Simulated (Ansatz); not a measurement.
Take a crystal in which Ba has been replaced by Ca on all its sites, with the cell rescaled by a rough guess (in some cases also distorted within its space group) and nothing relaxed:

```
Ca O
1.0
     0.00000    2.51701    2.51701
     2.51701    0.00000    2.51701
     2.51701    2.51701    0.00000
Ca O
1 1
Direct
  0.00000 0.00000 0.00000
  0.50000 0.50000 0.50000
```

Method: DFT PBE, scalar-relativistic, plane waves, PAW (Ansatz).

Cutoff 420 eV; k points 8×8×8 on the computed 2-atom cell (Γ-centred); Gaussian smearing, width 0.02 eV; no spin polarisation.

(1) Will this cell want to expand or contract, and how hard?

(2) Is it a metal on this mesh?

(3) What is its energy against the elements in their standard states?

Results:

(1) The pressure is -10.0 GPa (positive in compression), so the cell would contract.

(2) No: the gap is 3.64 eV, the least direct gap 3.69 eV.

(3) -2.882 eV/atom at this unrelaxed geometry, with the elements in the same functional.